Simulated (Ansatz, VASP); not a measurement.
**One calculation of AlN, two programs**

```
Al N
1.0
     3.22610    0.00000    0.00000
    -1.61305    2.79389    0.00000
     0.00000    0.00000    4.41750
Al N
2 2
Direct
  0.33333 0.66667 0.75000
  0.66667 0.33333 0.25000
  0.33333 0.66667 0.25000
  0.66667 0.33333 0.75000
```

Alike in both runs: task single point; functional PBE; k mesh 9 × 9 × 6; occupations gaussian, width 0.05 eV; no spin polarisation.

|  | VASP | Ansatz |
| --- | --- | --- |
| version | VASP 6.6.1 | Ansatz 0.2.0 |
| potentials or method | VASP PAW PBE potentials, release 64 (Al, N) | scalar-relativistic, plane waves, PAW |
| plane-wave cutoff (eV) | 520 | 520 |
| valence electrons in the cell | 16 | 16 |

```csv
,VASP,Ansatz,Ansatz less VASP
gap on the k mesh at the Fermi level (eV),3.08,3.07,-0.012
least direct gap on the mesh (eV),3.08,3.07,-0.012
pressure (GPa),4.2,4.4,+0.17
largest component of the traceless stress (GPa),9.19,9.27,+0.089
```

The functional is the same, so the differences come from potentials, cutoffs and numerics.
